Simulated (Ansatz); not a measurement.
# TePb: the cost of one run

Computed with Ansatz 0.2.0 (DFT LDA, scalar-relativistic, plane waves, PAW, and further levels as typed in the inputs, unless a step's input says otherwise).

**1. The starting structure**

Symmetry: Fm-3m, No. 225, cubic system. The conventional cell has a = 6.440 Å, b = 6.440 Å, c = 6.440 Å, α = 90.00°, β = 90.00°, γ = 90.00°. Around Pb (site symmetry m-3m) lie 6 Te at 3.22 Å. Te (site symmetry m-3m) has 6 Pb at 3.22 Å as nearest neighbours.

Structure file:

```xyz
2
Lattice="0.0000 3.2200 3.2200 3.2200 0.0000 3.2200 3.2200 3.2200 0.0000" Properties=species:S:1:pos:R:3 pbc="T T T"
Pb    0.0000    0.0000    0.0000
Te    3.2200    3.2200    3.2200
```

**2. Relaxing cell and atoms: TePb, no spin**

File input.yaml:

```yaml
crystal:
  lattice:
    - [0.0, 3.22, 3.22]
    - [3.22, 0.0, 3.22]
    - [3.22, 3.22, 0.0]
  atoms:
    - { symbol: Pb, position: [0.0, 0.0, 0.0] }
    - { symbol: Te, position: [0.5, 0.5, 0.5] }
scf:
  occupations: { method: gaussian, width: 0.01 }
output:
  forces: true
  stress: true
  eigenvalues: true
  write_density: true
  write_potential: true
  elf: true
  volumetric_format: npy
hamiltonian:
  xc: lda
relax:
  f_tol: 0.005
  max_steps: 60
  cell: { stress_tol: 0.03 }
kpoints:
  mp_grid: { grid: [10, 10, 10] }
```

Run with:

```sh
$ ansatz run input.yaml --threads 8 --pin off --max-ram 24576MiB --backend cpu --events-out ev --progress --plain --runs-dir out
```

Q: Estimate wall time and peak memory on 8 threads of AMD EPYC 7R43 (Zen 3), shared host.

About 3.4 s, with a peak of 0.52 GiB.
